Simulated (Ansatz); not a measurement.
A crystal relaxed with r2SCAN in Ansatz 0.2.0 has space group P6_3mc (No. 186) and a = 3.247 Å, c = 10.396 Å.

```tsv
atom	site	x	y	z
Xx	2a	0.0000	0.0000	0.9979
Xx	2b	0.3333	0.6667	0.2492
O	2a	0.0000	0.0000	0.1891
O	2b	0.3333	0.6667	0.4388
```

With r2SCAN the gap is 4.31 eV and direct, at Γ. HSE06 gives a direct gap of 5.24 eV at Γ. PBE gives a direct gap of 3.64 eV at Γ. Meshes: r2SCAN 12×12×4, HSE06 6×6×2, PBE 12×12×4. r2SCAN's ε∞ is 2.8 along x and y, 2.9 along z.

Q: Which element is Xx?
A. Zn
B. Mg
C. Ca
D. Sr

A: B. Xx is Mg: MgO in the 4H polytype structure. Mg has 4 O at 1.97–1.99 Å; Mg has 4 O at 1.97–1.98 Å; O has 4 Mg at 1.98–1.99 Å; O has 4 Mg at 1.97 Å.

All values are calculated for a non-magnetic cell, which may be hypothetical.

The meshes of the hybrids are coarse, so their gaps aren't converged to the digits shown.

For a response run the program warns that the ground state's bands aren't all converged, so ε∞ carries an extra error.
